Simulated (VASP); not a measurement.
Here is the system:

```
CELL_PARAMETERS angstrom
      0.00000     2.91030     2.91030
      2.91030     0.00000     2.91030
      2.91030     2.91030     0.00000
ATOMIC_POSITIONS crystal
  Sr 0.00000 0.00000 0.00000
  F  0.75000 0.75000 0.75000
  F  0.25000 0.25000 0.25000
```

Level of theory: PBE GGA, VASP's PBE PAW potentials (set 64) (plane waves; VASP 6.6.1). Run with 400 eV cut-off, 7×7×7 Γ-centred mesh, Gaussian smearing of 0.010 eV, potentials Sr_sv F.

At this cut-off the stress carries a Pulay error, which pulls relaxed volumes low.

Q: Estimate the energy per atom (σ→0), pressure.

A: 
| Item | Result |
|---|---|
| energy per atom (σ→0) | -550.0 kJ/mol-atom |
| pressure | -5.72 GPa |

Total energies compare only between runs with the same potentials, cut-off and functional.

The structure comes from a computed database's SrF2 entry; how it stands against other phases isn't given here. The cell was not relaxed at this level.
